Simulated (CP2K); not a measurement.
The system is Al.

```
Al
1.0
     4.54673    0.00000    0.00000
    -2.27337    3.93758    0.00000
     0.00000    0.00000    2.75393
Al
2
Direct
  0.33333 0.66667 0.50000
  0.66667 0.33333 0.50000
```

The cell was built by a generator and needn't be a form met in nature.

Base run:

```yaml
Program: CP2K 2026.2
Functional: PBE
Potentials_or_basis: all electrons (GAPW); pob-DZVP-rev2 basis
Density_cutoff: 6803 eV
k_mesh: 7 × 7 × 10
Occupations: fermi-dirac, width 0.05 eV
Spin: no spin polarisation
```

Its results: band gap on the k mesh none (metal or under the smearing width); pressure -0.7 GPa.

Task: The run is repeated on the same cell with these changes: potentials or basis from all electrons (GAPW); pob-DZVP-rev2 basis to all electrons (GAPW); pob-TZVP-rev2 basis; basis sets from Al pob-DZVP-rev2 to Al pob-TZVP-rev2. What comes out?

Result: Band gap on the k mesh none (metal or under the smearing width); pressure -3.0 GPa.

Caveats: the basis of atomic orbitals isn't converged, which shifts pressures, moduli and gaps.
